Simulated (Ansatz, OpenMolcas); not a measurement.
C5H8O2 (SMILES C=C(C)C(=O)OC): the HOMO–LUMO gap, rung by rung

C5H8O2 has 15 atoms, charge 0, and is taken as a singlet. As SMILES, `C=C(C)C(=O)OC`. The shape is that of a PBE0-D4/def2-TZVP optimisation. This is one conformer, not always the lowest.

```xyz
15

C    -2.1155    0.7661    0.4912
C    -0.9803    0.0741    0.4729
C    -0.7039   -1.1020    1.3514
C     0.0660    0.5189   -0.4919
O    -0.0314    1.4463   -1.2528
O     1.1614   -0.2515   -0.4164
C     2.2122    0.1049   -1.3058
H    -2.9231    0.5038    1.1647
H    -2.2510    1.6101   -0.1739
H    -0.4923   -1.9953    0.7590
H     0.1747   -0.9285    1.9774
H    -1.5584   -1.3054    1.9973
H     1.8767    0.0400   -2.3418
H     3.0147   -0.6054   -1.1194
H     2.5502    1.1239   -1.1119
```

Each level gives the HOMO–LUMO gap (eV). The values are calculated.

| level | kind | program | value (eV) |
| --- | --- | --- | --- |
| HF/6-31G* (spherical functions) | Hartree–Fock | OpenMolcas | 13.30 |
| SVWN5/6-31G* (spherical functions) | LDA | Ansatz | 4.23 |
| PBE/6-31G* (spherical functions) | GGA | OpenMolcas | 4.24 |
| revPBE/6-31G* (spherical functions) | GGA | OpenMolcas | 4.25 |
| M06-L/6-31G* (spherical functions) | meta-GGA | OpenMolcas | 4.78 |
| r2SCAN0/6-31G* (spherical functions) | hybrid meta-GGA | Ansatz | 6.97 |
| wB97X/6-31G* (spherical functions) | range-separated hybrid | Ansatz | 11.37 |
| B2PLYP/6-31G* (spherical functions) | double hybrid | Ansatz | 9.18 |

The values span 4.23 to 13.30 eV. Orbital gaps aren't excitation energies, and those of double hybrids come from the SCF part alone; they tend to grow with the share of exact exchange.
